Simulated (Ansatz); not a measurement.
W:

```
W
1.0
     0.00000    2.03000    2.03000
     2.03000    0.00000    2.03000
     2.03000    2.03000    0.00000
W
1
Direct
  0.00000 0.00000 0.00000
```

This isn't the form of W at room conditions, which is bcc.

Program: Ansatz 0.2.0. Alike in all runs: task band structure; potentials or basis Ansatz PAW; cell as given; smearing fermi-dirac 0.05 eV. Hardware: 2 threads of Arm Neoverse V2, with other jobs on the host.

Q: Order these runs on this cell by their wall time, lowest first.
A. level r2SCAN; spin off; k mesh 11 × 11 × 11; cutoff (eV) 500
B. level BLYP; spin off; k mesh 11 × 11 × 11; cutoff (eV) 420
C. level r2SCAN; spin SOC, no magnetisation; k mesh 8 × 8 × 8; cutoff (eV) 500

A: B (0.94 s), A (2.3 s), C (10 s).

Runs at the PBE level aren't shown here.
